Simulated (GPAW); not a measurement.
**Au in GPAW: the effect of functional**

Au, a slab with vacuum:

```xyz
5
Lattice="2.8226 0.0000 0.0000 -1.4113 2.5559 0.0000 0.0000 0.0000 24.7863" Properties=species:S:1:pos:R:3 pbc="T T T"
Au    1.4113    0.8451    7.5000
Au    0.0000    1.7108    9.9466
Au    1.4113    0.8451   12.3932
Au    0.0000    1.7108   14.8398
Au    1.4113    0.8451   17.2863
```

The slab is cut from a database's or a generator's crystal, which needn't be the stable form of the element.

The cell isn't the ideal one: the (0 0 1) slab of Au, cut from the database cell, not relaxed.

Alike in all runs:

| Property | Result |
| --- | --- |
| Program | GPAW 26.7.0 |
| Task | single point |
| Cutoff | 450 eV |
| Basis | pw |
| k mesh | 11 × 11 × 1 |
| Occupations | fermi-dirac, width 0.05 eV |
| Spin | no spin polarisation |

Question: One run gave: largest force 0.50 eV/Å; work function 5.28 eV. Which functional did it use?
A. BEEF-vdW
B. revPBE
C. vdW-DF-cx
D. WC
E. PBEsol

Answer: A.

```csv
functional,potentials or basis,largest force (eV/Å),work function (eV)
LDA,the program's PAW data sets (release 1.2.1) made for this functional,0.32,5.58
PBE,GPAW PAW data sets (gpaw-data 1.2.1),0.20,5.16
PBEsol,PAW data sets generated in the run's folder for this functional,0.15,5.30
RPBE,the program's PAW data sets (release 1.2.1) made for this functional,0.37,4.97
r2SCAN,GPAW PAW data sets (gpaw-data 1.2.1),0.14,5.17
vdW-DF-cx,GPAW PAW data sets (gpaw-data 1.2.1),0.12,5.30
BEEF-vdW,GPAW PAW data sets (gpaw-data 1.2.1),0.50,5.28
revPBE,the program's PAW data sets (release 1.2.1) made for this functional,0.32,5.00
WC,PAW data sets generated in the run's folder for this functional,0.12,5.29
```

Caveats: the PAW data sets were made with another functional, which shifts forces and pressure a little (some runs).
